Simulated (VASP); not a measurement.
A run of VASP 6.6.1 is set up as follows.

INCAR

```
SYSTEM = TePb
PREC     = Accurate       ! precision mode
ENCUT    = 520            ! plane-wave cutoff, eV
EDIFF    = 1E-7           ! SCF threshold, eV
ISMEAR   = 0              ! smearing method
SIGMA    = 0.03           ! smearing width, eV
LREAL    = .False.        ! projectors in reciprocal space
LASPH    = .True.         ! aspherical terms in the spheres
NELM     = 80             ! most SCF steps
ALGO     = Normal         ! electronic algorithm
ISIF     = 2              ! what is computed and relaxed
LWAVE    = .False.        ! write WAVECAR
LCHARG   = .False.        ! write CHGCAR
GGA      = PE             ! functional
KPAR     = 4
```

The input KPOINTS:

```
regular mesh
0
Gamma
  6 6 6
  0 0 0
```

POSCAR

```
TePb
1.0
    0.0000000000      3.2310000000      3.2310000000
    3.2310000000      0.0000000000      3.2310000000
    3.2310000000      3.2310000000      0.0000000000
Te Pb
1 1
Direct
    0.5000000000      0.5000000000      0.5000000000
    0.0000000000      0.0000000000      0.0000000000
```

Potentials or basis: VASP PAW PBE potentials, release 64 (Te, Pb_d).

Command:

```bash
$ cat potpaw_PBE.64/Te/POTCAR potpaw_PBE.64/Pb_d/POTCAR > POTCAR
$ mpirun -np 4 vasp_std > vasp.out
```

**Question.** What does it give for the pressure?

**Answer.** 2.1 GPa.

**Question.** Estimate the band gap on the k mesh.

**Answer.** 0.73 eV, direct.

Caveat: spin-orbit coupling is left out, which as a rule narrows the gap of such compounds by several tenths of an eV.

**The experiment to reproduce.**

From a printed reference work, monograph, for a bulk crystal of TePb at 4.2 K: band gap 0.19 eV (direct).

Against the measured gap of TePb, 0.19 eV (direct; 4.2 K; a printed reference work, monograph), the calculated 0.73 eV is off by +0.54 eV. Spin-orbit coupling on Pb, Te is left out. The value is that of PBE on a finite k mesh, which can miss the band edges, without temperature or zero-point motion.
